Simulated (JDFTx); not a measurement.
**CuO under changes of volume**

One of the cells (8.316 Å³/atom); the others are scaled copies at fixed shape and fractional positions:

```
Cu O
1.0
     2.55255    0.00000    0.00000
     0.00000    2.55255    0.00000
     0.00000    0.00000    2.55255
Cu O
1 1
Cartesian
  0.0000 0.0000 0.0000
  1.2763 1.2763 1.2763
```

Measurements of this composition are mostly on another form, of space group No. 15.

- Program: JDFTx 1.7.0 (patched build)
- Functional: PBE
- Potentials or basis: PseudoDojo-SR-PBE-0.5-standard with smoothed tails
- Cutoff: 1252 eV
- Density cutoff: 10014 eV
- k mesh: 10 × 10 × 10
- Occupations: fermi-dirac, width 0.05 eV
- Spin: no spin polarisation

```csv
volume (Å³/atom),energy over the lowest point (meV/atom),pressure (GPa)
7.817,132.11,39.3
7.983,95.14,32.3
8.149,65.00,26.1
8.316,41.01,20.5
8.482,22.54,15.4
8.648,?,?
8.815,0.00,6.8
```

What does the run at 8.648 Å³/atom give?

Energy over the lowest point 9.03 meV/atom; pressure 10.9 GPa.

Worked out: A Birch-Murnaghan fit of order 3 (a polynomial in V^(-2/3)) to the other rows has no minimum within the range. It gives 9.09 meV/atom at 8.648 Å³/atom, against the run's 9.03, and -dE/dV = 10.8 GPa, against 10.9.

Energies are extrapolated to zero smearing.

Caveats: an odd number of electrons without spin polarisation forces a metal; a magnetic or distorted state may lie lower; the run has no spin polarisation, though such a crystal can be magnetic.
